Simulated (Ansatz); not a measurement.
**TaN: squeezing one contact**

Aim: change the length of one contact in TaN (Ta1–N2) by moving its two atoms, all else held, and follow energy and force. The runs shown use LAPW, crystal datasets and norm-conserving. Companion runs by PAW are cited. Its runs: the reference run (LAPW); shortest bond scaled by 1 (crystal datasets); shortest bond scaled by 0.94 (LAPW); shortest bond scaled by 0.76 (LAPW and norm-conserving); shortest bond scaled by 0.7 (LAPW and norm-conserving); shortest bond scaled by 0.64 (LAPW and norm-conserving).

Program: Ansatz 0.2.0. Level of theory: DFT PBE, with the methods named in each step. These are calculated values, not measurements.

1 further run of the same task is left out (it didn't finish). Runs told in other sessions of the task aren't counted.

## 1. Starting point

It takes space group P-6m2 (No. 187, hexagonal). Conventional cell: a = 2.938 Å, b = 2.938 Å, c = 2.883 Å, α = 90.00°, β = 90.00°, γ = 120.00°. Around Ta (site symmetry -6m2) lie 6 N at 2.23 Å. Around N (site symmetry -6m2) lie 6 Ta at 2.23 Å.

Structure file:

```
Ta N
1.0
     2.93800    0.00000    0.00000
    -1.46900    2.54438    0.00000
     0.00000    0.00000    2.88300
Ta N
1 1
Direct
  0.33333 0.66667 0.50000
  0.00000 0.00000 0.00000
```

Atoms are numbered in the order of the input: Ta1, N2.

## 2. The bond as given, LAPW

File input.yaml:

```yaml
crystal:
  lattice:
    - [2.938, 0.0, 0.0]
    - [-1.469, 2.5443826363, 0.0]
    - [0.0, 0.0, 2.883]
  atoms:
    - { symbol: Ta, position: [0.3333333333, 0.6666666667, 0.5] }
    - { symbol: "N", position: [0.0, 0.0, 0.0] }
kpoints:
  mp_grid: { grid: [9, 9, 8] }
scf:
  occupations: { method: fermi_dirac, width: 0.03 }
hamiltonian:
  xc: pbe
  pseudopotentials: { kind: all_electron, lapw: { basis_error: 0.001 } }
output:
  forces: true
  stress: true
  eigenvalues: true
  populations: true
```

Run with:

```bash
$ ansatz run input.yaml --threads 1 --pin off --max-ram 2048MiB --backend cpu --events-out ev --progress --plain --runs-dir out
```

## 3. Shortest bond scaled by 1, crystal datasets

Changes to input.yaml since step 2:

```diff
@@ -14,3 +14,3 @@
   xc: pbe
-  pseudopotentials: { kind: all_electron, lapw: { basis_error: 0.001 } }
+  pseudopotentials: { kind: all_electron, datasets: crystal }
 output:
@@ -19,2 +19,2 @@
   eigenvalues: true
-  populations: true
+  efg: { contact_densities: true }
```

## 4. Shortest bond scaled by 0.94, LAPW

File input.yaml:

```yaml
crystal:
  lattice:
    - [2.938, 0.0, 0.0]
    - [-1.469, 2.5443826363, 0.0]
    - [0.0, 0.0, 2.883]
  atoms:
    - { symbol: Ta, position: [0.3233333333, 0.6466666667, 0.485] }
    - { symbol: "N", position: [0.01, 0.02, 0.015] }
kpoints:
  mp_grid: { grid: [9, 9, 8] }
scf:
  occupations: { method: fermi_dirac, width: 0.03 }
hamiltonian:
  xc: pbe
  pseudopotentials: { kind: all_electron, lapw: { basis_error: 0.001 } }
output:
  forces: true
  stress: true
  eigenvalues: true
  populations: true
```

## 5. Shortest bond scaled by 0.76, LAPW

Changes to input.yaml since step 4:

```diff
@@ -6,4 +6,4 @@
   atoms:
-    - { symbol: Ta, position: [0.3233333333, 0.6466666667, 0.485] }
-    - { symbol: "N", position: [0.01, 0.02, 0.015] }
+    - { symbol: Ta, position: [0.2933333333, 0.5866666667, 0.44] }
+    - { symbol: "N", position: [0.04, 0.08, 0.06] }
 kpoints:
```

## 6. Shortest bond scaled by 0.76, norm-conserving

Changes to input.yaml since step 5:

```diff
@@ -14,3 +14,3 @@
   xc: pbe
-  pseudopotentials: { kind: all_electron, lapw: { basis_error: 0.001 } }
+  pseudopotentials: { kind: nc }
 output:
```

## 7. Shortest bond scaled by 0.7, LAPW

File input.yaml:

```yaml
crystal:
  lattice:
    - [2.938, 0.0, 0.0]
    - [-1.469, 2.5443826363, 0.0]
    - [0.0, 0.0, 2.883]
  atoms:
    - { symbol: Ta, position: [0.2833333333, 0.5666666667, 0.425] }
    - { symbol: "N", position: [0.05, 0.1, 0.075] }
kpoints:
  mp_grid: { grid: [9, 9, 8] }
scf:
  occupations: { method: fermi_dirac, width: 0.03 }
hamiltonian:
  xc: pbe
  pseudopotentials: { kind: all_electron, lapw: { basis_error: 0.001 } }
output:
  forces: true
  stress: true
  eigenvalues: true
  populations: true
```

## 8. Shortest bond scaled by 0.7, norm-conserving

Changes to input.yaml since step 7:

```diff
@@ -14,3 +14,3 @@
   xc: pbe
-  pseudopotentials: { kind: all_electron, lapw: { basis_error: 0.001 } }
+  pseudopotentials: { kind: nc }
 output:
```

## 9. Shortest bond scaled by 0.64, LAPW

File input.yaml:

```yaml
crystal:
  lattice:
    - [2.938, 0.0, 0.0]
    - [-1.469, 2.5443826363, 0.0]
    - [0.0, 0.0, 2.883]
  atoms:
    - { symbol: Ta, position: [0.2733333333, 0.5466666667, 0.41] }
    - { symbol: "N", position: [0.06, 0.12, 0.09] }
kpoints:
  mp_grid: { grid: [9, 9, 8] }
scf:
  occupations: { method: fermi_dirac, width: 0.03 }
hamiltonian:
  xc: pbe
  pseudopotentials: { kind: all_electron, lapw: { basis_error: 0.001 } }
output:
  forces: true
  stress: true
  eigenvalues: true
  populations: true
```

## 10. Shortest bond scaled by 0.64, norm-conserving

Changes to input.yaml since step 9:

```diff
@@ -14,3 +14,3 @@
   xc: pbe
-  pseudopotentials: { kind: all_electron, lapw: { basis_error: 0.001 } }
+  pseudopotentials: { kind: nc }
 output:
```

(Steps that only read results are left out.)

Before running it: what results should come out?

**Answer**, as computed:

| quantity | value |
| --- | --- |
| force along the bond, positive apart, at 1.425 Å (LAPW) | 37.13 eV/Å |
| force along the bond, positive apart, at 1.425 Å (PAW) | 38.08 eV/Å |
| force along the bond, positive apart, at 1.425 Å (PAW (cutoff 800 eV)) | 38.06 eV/Å |
| force along the bond, positive apart, at 1.425 Å (norm-conserving) | 38.16 eV/Å |

In words: At 1.42 Å the force along the bond is 37.13 eV/Å by LAPW, and the energy stands 8.84 eV over the given length. With two atoms in the cell whole sublattices move, so the other contacts between the two sublattices change too; at scales over 1 some of them become the shortest. PAW's force differs from LAPW's by at most 956 meV/Å, at 1.42 Å. Spin-orbit coupling is left out, though the cell holds Ta; in elements this heavy it can shift bands and gaps by tenths of an eV.
